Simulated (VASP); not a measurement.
Input of a VASP 6.6.1 run:

The input INCAR:

```
PREC = Accurate
ENCUT = 600
EDIFF = 1E-6
ISMEAR = 0
SIGMA = 0.1
LREAL = False
LASPH = True
NELM = 100
ALGO = Fast
ISIF = 3
LWAVE = False
LCHARG = False
GGA = PE
IVDW = 12
IBRION = 2
NSW = 100
EDIFFG = -0.005
```

KPOINTS

```
Automatic mesh
0
Gamma
  12 12 8
```

The input POSCAR:

```
Te2Pt
1.0
    4.0530227945      0.0000000000      0.0000000000
   -2.0265113972      3.5100207021      0.0000000000
    0.0000000000      0.0000000000      5.1326659173
Te Pt
2 1
Direct
    0.3333333333      0.6666666667      0.2644490431
    0.6666666667      0.3333333333      0.7355509569
    0.0000000000      0.0000000000      0.0000000000
```

Potentials or basis: VASP PAW PBE potentials, release 64 (Te, Pt).

Launch:

```bash
$ cat potpaw_PBE.64/Te/POTCAR potpaw_PBE.64/Pt/POTCAR > POTCAR
$ mpirun -np 1 vasp_std > vasp.out
```

What does it give for the band gap on the k mesh?

None (metal or under the smearing width).

What does it give for the dispersion energy per atom?

-0.567 eV.

What does it give for the space group after relaxing (to 0.05 Å)?

P-3m1 (No. 164).

Final structure:
```yaml
crystal:
  lattice:
    - [4.04965, 0.00000, 0.00000]
    - [-2.02482, 3.50710, 0.00000]
    - [0.00000, 0.00000, 5.08902]
  atoms:
    - { symbol: Te, position: [0.33333, 0.66667, 0.26730] }
    - { symbol: Te, position: [0.66667, 0.33333, 0.73270] }
    - { symbol: Pt, position: [0.00000, 0.00000, 0.00000] }
```

 The run has no spin-orbit coupling, so splittings on Pt, Te are missing.
